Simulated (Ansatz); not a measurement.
A relaxed cell of Nb₄P₃ is given with its symmetry left out. The cell was found from a structure generator's guess, not taken from experiment.

Theory: DFT PBE, scalar-relativistic, plane waves, PAW (Ansatz 0.2.0). Cutoff 420 eV, Γ-centred mesh, Gaussian smearing, no spin polarisation.

```
Nb P
1.0
     3.52578    0.00000    0.00000
     0.00000    3.52578    0.00000
     0.00000    0.00000    9.76771
Nb P
4 3
Direct
  0.00000 0.00000 0.00000
  0.50000 0.50000 0.75644
  0.00000 0.00000 0.50000
  0.50000 0.50000 0.24356
  0.00000 0.00000 0.75635
  0.50000 0.50000 0.50000
  0.00000 0.00000 0.24365
```

Energies over the elements count from the elements' standard structures at the same level, with no fitted energy shifts. The references include black phosphorus.

(1) What space group does it have?

(2) How far does it lie from the elements in energy?

(3) Is it a metal?

(4) From what recipe could a structure generator have reached it?

## Answers

(1) P4/mmm (No. 123). Conventional cell: a = 3.526 Å, c = 9.768 Å. Around Nb on a site of symmetry 4/mmm lie 2 P at 2.38 Å; around Nb on a site of symmetry 4mm lie 5 P at 2.49–2.50 Å; around Nb on a second site of symmetry 4/mmm lie 6 P at 2.49–2.50 Å; P on a site of symmetry 4mm is surrounded by 6 Nb at 2.38–2.50 Å; 1 more site not described.

(2) −0.45 eV/atom. Whether it is stable depends on the other phases of the system, which aren't compared here.

(3) Yes, bands cross the Fermi level on the 10×10×4 mesh.

(4) One such recipe: ordered vacancies on the anion sites of rock salt (P4/mmm, No. 123). Other recipes can lead to the same cell.

The last run used a 10×10×4 mesh (in the run's order of axes) for its 7-atom cell and Gaussian smearing of 0.10 eV. The reference form of P is held partly by dispersion forces, which this level lacks. A structure relaxed within its symmetry needn't be a true minimum.
